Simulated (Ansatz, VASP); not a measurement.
# Two plane-wave programs on CdS

Contents of INCAR:

```
SYSTEM = CdS
ALGO = Normal
EDIFF = 1E-7
EDIFFG = -0.04
ENCUT = 600
GGA = PE
IBRION = 2
ISIF = 3
ISMEAR = 0
LASPH = .TRUE.
LCHARG = .FALSE.
LREAL = .FALSE.
LWAVE = .FALSE.
NELM = 60
NSW = 90
PREC = Accurate
SIGMA = 0.1
```

Contents of KPOINTS:

```
k-points
0
G
  4 4 4
  0 0 0
```

File POSCAR:

```
CdS
1.0
    0.0000000000      3.7551168270      3.7551168270
    3.7551168270      0.0000000000      3.7551168270
    3.7551168270      3.7551168270      0.0000000000
Cd S
2 2
Direct
    0.5000000000      0.5000000000      0.5000000000
    0.7500000000      0.7500000000      0.7500000000
    0.0000000000      0.0000000000      0.0000000000
    0.2500000000      0.2500000000      0.2500000000
```

Input for Ansatz:

```yaml
crystal:
  lattice:
    - [0.0, 3.755116827, 3.755116827]
    - [3.755116827, 0.0, 3.755116827]
    - [3.755116827, 3.755116827, 0.0]
  atoms:
    - { symbol: Cd, position: [0.5, 0.5, 0.5] }
    - { symbol: Cd, position: [0.75, 0.75, 0.75] }
    - { symbol: S, position: [0.0, 0.0, 0.0] }
    - { symbol: S, position: [0.25, 0.25, 0.25] }
basis:
  ecutwfc: 420
kpoints:
  mp_grid: { grid: [4, 4, 4] }
hamiltonian:
  xc: pbe
scf:
  occupations: { method: gaussian, width: 0.1 }
  lower_state_search: "off"
output:
  forces: true
  stress: true
  eigenvalues: true
relax:
  adjacent_minimum: "off"
  f_tol: 0.04
  max_steps: 70
  cell: { stress_tol: 0.4 }
```

Alike in both runs: task relaxation of cell and atoms; functional PBE; k mesh 4 × 4 × 4; occupations gaussian, width 0.1 eV; no spin polarisation.

```csv
,VASP,Ansatz
version,VASP 6.6.1,Ansatz 0.2.0
potentials or method,"VASP PAW PBE potentials, release 64 (Cd, S)","scalar-relativistic, plane waves, PAW"
plane-wave cutoff (eV),600,420
valence electrons in the cell,36,52
```

VASP gave:

| Property | Result |
| --- | --- |
| gap on the k mesh at the Fermi level, each at its own relaxed structure (eV) | none |
| relaxed volume (Å³/atom) | 20.05 |
| relaxed cell length with the largest relative difference (Å) | 4.840 |
| energy change over the relaxation (meV/atom) | -232 |

**Question.** Estimate Ansatz's values.

**Answer.** gap on the k mesh at the Fermi level, each at its own relaxed structure (eV): none; relaxed volume (Å³/atom): 19.86; relaxed cell length with the largest relative difference (Å): 4.825; energy change over the relaxation (meV/atom): -237.

A gap of «none» marks a metal or a gap that the smearing closes. The two sets of potentials don't hold the same shells in valence.

Caveats: the k mesh is coarse (spacing up to 0.36 Å⁻¹), so the values aren't converged; the volume moved by over 15 % at a fixed basis, so the end points are rough (VASP).
